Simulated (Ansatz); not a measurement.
# Lead, hcp: HSE06 after PBE

How do the levels change when part of the exchange is made exact, and what does it cost? Spin polarisation is left out. The cell comes from an earlier PBE relaxation. Exact exchange is dear, so the k-mesh is coarse, and PBE is run on the same mesh for comparison.

Program: Ansatz 0.2.0. Level of theory: DFT, plane waves (420 eV) with PBE-made PAW files, scalar-relativistic; functionals as named at each step. These are calculated values, not measurements.

**1. The structure to begin with**

It takes space group P6_3/mmc (No. 194, hexagonal). The conventional cell has a = 3.554 Å, b = 3.554 Å, c = 5.828 Å, α = 90.00°, β = 90.00°, γ = 120.00°. Around Pb (site symmetry -6m2) lie 12 Pb at 3.55 to 3.56 Å.

As a file:

```xyz
2
Lattice="3.5542 0.0000 0.0000 -1.7771 3.0780 0.0000 0.0000 0.0000 5.8279" Properties=species:S:1:pos:R:3 pbc="T T T"
Pb    0.0000    2.0520    1.4570
Pb    1.7771    1.0260    4.3709
```

**2. PBE on the coarse mesh**

The run with PBE.

input.yaml

```yaml
crystal:
  lattice:
    - [3.5541969967, 0.0, 0.0]
    - [-1.7770984984, 3.0780248892, 0.0]
    - [0.0, 0.0, 5.8279283021]
  atoms:
    - { symbol: Pb, position: [0.3333333333, 0.6666666667, 0.25] }
    - { symbol: Pb, position: [0.6666666667, 0.3333333333, 0.75] }
hamiltonian:
  xc: pbe
  pseudopotentials:
    kind: paw
    azcp:
      Pb: "pseudopotentials/Pb.paw.azcp"
basis:
  ecutwfc: 420
  fft_grid_basis: typed
kpoints:
  mp_grid: { grid: [5, 5, 3], shift: [0, 0, 0] }
magnetization:
  spin_polarized: false
scf:
  occupations: { method: fermi_dirac, width: 0.1 }
```

Launch:

```bash
ansatz run input.yaml --threads 4 --pin off --max-ram 8192MiB --backend cpu --events-out ev --progress --plain --runs-dir out
```

The program printed, cut to the lines that bear on the results:

```text
Warning: RAYON_NUM_THREADS=4 ignored (pool sized by the plan → 4); use --threads N
[...]
Pseudopotentials: kind: paw
Pseudopotential: Pb, paw, valence charge 14, recommended cutoff 420 eV (normal), <dir>
Functional definition: PBE
[...]
Crystal: 2 atoms, lattice volume = 63.757 Å³
Basis set: ecut = 420 eV, 1237 PW (Γ)
Bands: 18, of which v1, the nominal top of the filled ones, is band 14 counted from 1 (13 counted from 0)
Symmetry: 24 space group operations
Space group: P63/mmc (ITA 194), of the structure as read, at distance tolerance 4.0e-5 Å
k-points: 10 of 75
[...]
SCF iter   1: F=—  HF=-23812.855877 eV  |F-HF|=—  |Δ(HF+E_count)|=         —  Δρ=1.34e-3  dr2=1.50e-3  ethr=1.77e-3  ⟨swp⟩=6.0  Hψ=834  notcnv=0
[...]
SCF iter   6: F=-23812.854246 eV  HF=-23812.854246 eV  |F-HF|=5.97e-8  |Δ(HF+E_count)|=   2.77e-7  Δρ=1.04e-5  dr2=6.35e-8  ethr=3.57e-10  ⟨swp⟩=3.0  Hψ=495  notcnv=0
[...]
SCF converged after 6 iterations
Free energy (F): -23812.854246 eV
[...]
E sigma→0 (E₀):  -23812.831061 eV
Entropy (-TS):   -0.046370 eV (-23.185 meV/atom)
Fermi energy:    9.899940 eV
[...]
```

Run time: 0.46 s. Hardware: 4 threads of Intel Xeon Platinum 8259CL at 2.50GHz (Skylake/Cascade Lake), shared host; peak memory 0.35 GiB.

**3. HSE06 on the coarse mesh**

The run with HSE06.

input.yaml: that of step 2 with these lines changed.

```diff
@@ -9,3 +9,3 @@
 hamiltonian:
-  xc: pbe
+  xc: hse06
   pseudopotentials:
```

Launch:

```bash
ansatz run input.yaml --threads 4 --pin off --max-ram 8192MiB --backend cpu --events-out ev --progress --plain --runs-dir out
```

The program printed, cut to the lines that bear on the results:

```text
Warning: RAYON_NUM_THREADS=4 ignored (pool sized by the plan → 4); use --threads N
[...]
[... 2 set-up lines as earlier in the session ...]
Functional definition: HSE06
[...]
Crystal: 2 atoms, lattice volume = 63.757 Å³
Basis set: ecut = 420 eV, 1237 PW (Γ)
Bands: 18, of which v1, the nominal top of the filled ones, is band 14 counted from 1 (13 counted from 0)
[... 2 set-up lines as earlier in the session ...]
k-points: 10 of 75
[...]
SCF iter   1: F=—  HF=-23812.854672 eV  |F-HF|=—  |Δ(HF+E_count)|=         —  Δρ=1.21e-3  dr2=1.47e-3  ethr=1.77e-3  ⟨swp⟩=6.4  Hψ=740  notcnv=0
[...]
Frozen-core exchange: fock
[...]
SCF 2 stopped early in 6 iterations: F = -23820.092565 eV  dr2 = 1.43e-6
hybrid outer 1: dexx = +3.963e-3 eV, tail = 1.36e-5 eV
[...]
Frozen-core exchange: fock
[...]
hybrid SCF converged: 2 outer / 8 inner (+6 warm-up), last move |dexx| = 6.10e-8 eV, tail = 5.97e-8 eV
Stability not checked: this state was not tested for a lower state beside it, because the functional holds exact exchange (a hybrid, or Hartree-Fock), whose exchange loop this test does not read (fock_operator; see scf.lower_state_search)
Free energy (F): -23820.092449 eV
Frozen-core exchange: fock
[...]
E sigma→0 (E₀):  -23820.070540 eV
Entropy (-TS):   -0.043817 eV (-21.909 meV/atom)
Fermi energy:    9.774619 eV
[...]
--- Band table (eV; the first three rows and the last of 10) ---
  k-point 0: bands = ["-8.8600", "-8.8390", "-8.7999", "-8.7999", "-8.7818", "-8.7818", "-8.7457", "-8.7457", "-8.5990", "-8.5990", "-2.5601", "1.2410", "5.6139", "16.0930", "16.0930", "17.8630", "17.8630"]
[...]
  guard bands above this table: 1 of the run's 18 bands, where the rule asks 2: the bands that hold charge and the lowest empty level above them stay in the table. The solve was not asked for them (output.publish_guard_bands: true or output.eigenvalues: true publishes all)
```

Run time: 7 s. Hardware: 4 threads of Intel Xeon Platinum 8259CL at 2.50GHz (Skylake/Cascade Lake), shared host; peak memory 0.97 GiB.

**4. Side by side**

| functional | gap on the mesh | Fermi energy (eV) | SCF cycles | exchange loops | CPU time |
| --- | --- | --- | --- | --- | --- |
| PBE | none (levels filled in part) | 9.900 | 6 | - | 1.1 s |
| HSE06 | none (levels filled in part) | 9.775 | 14 | 2 | 20 s |

**5. Outcome**

| quantity | value |
| --- | --- |
| PBE: gap | none (levels filled in part) |
| HSE06: gap | none (levels filled in part) |
| HSE06: SCF cycles, exchange loops | 14, 2 |
| HSE06: CPU time over that of PBE | 18 |
| HSE06: relative to fcc | +7 meV/atom |

Neither PBE nor HSE06 shows a clean gap on this mesh. HSE06 cost 18 times the CPU time of PBE. HSE06 needed 2 outer loops of the exchange operator. The dense-mesh value adds +18.7 meV/atom, the change that PBE shows between the coarse mesh and its own dense run (not shown). Under HSE06 it lies 7 meV/atom above fcc (computed apart in the same way); on such meshes a few tens of meV are uncertain for metals. Absolute energies differ from functional to functional, by eV per atom at times, and say nothing by themselves.
